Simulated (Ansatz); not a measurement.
How far is PAW off for ZnO?

```xyz
4
Lattice="3.2494 0.0000 0.0000 -1.6247 2.8141 0.0000 0.0000 0.0000 5.1518" Properties=species:S:1:pos:R:3 pbc="T T T"
Zn    0.0000    1.8760    0.0000
Zn    1.6247    0.9380    2.5759
O     0.0000    1.8760    1.9685
O     1.6247    0.9380    4.5444
```

Atoms are numbered in the order listed.

The cell is a measured one (Crystallography Open Database entry 9004178); the temperature and pressure of the measurement aren't taken into account, and nothing was relaxed. The listed cell was then made from it by scaling, straining or moving an atom.

All numbers are computed: DFT, PBE, PAW with Ansatz's default frozen-core files, scalar-relativistic (Ansatz 0.2.0); DFT, PBE, all-electron LAPW, scalar-relativistic (Ansatz 0.2.0).

For PAW: a Γ-centred 11×11×6 k mesh, Fermi–Dirac smearing of 0.02 eV, cutoff 420 eV, no spin polarisation. LAPW targets a basis error of 0.5 meV/atom. The Ansatz runs share mesh, smearing and spin set-up. Plane-wave (PAW) pressures include the program's estimate of the Pulay term.

Stress and pressure are positive in compression.

PAW results:

| quantity | PAW |
| --- | --- |
| pressure (GPa) | 6.48 |
| stress xx (GPa) | 5.61 |
| stress zz (GPa) | 8.23 |
| force on Zn1, z (eV/Å) | -0.066 |
| force on O3, z (eV/Å) | 0.066 |
| band gap (eV) | 0.831 |

Task: What does all-electron LAPW give for the same quantities?

Result: 
| quantity | LAPW |
| --- | --- |
| pressure (GPa) | 6.38 |
| stress xx (GPa) | 5.51 |
| stress zz (GPa) | 8.12 |
| force on Zn1, z (eV/Å) | -0.065 |
| force on O3, z (eV/Å) | 0.065 |
| band gap (eV) | 0.848 |
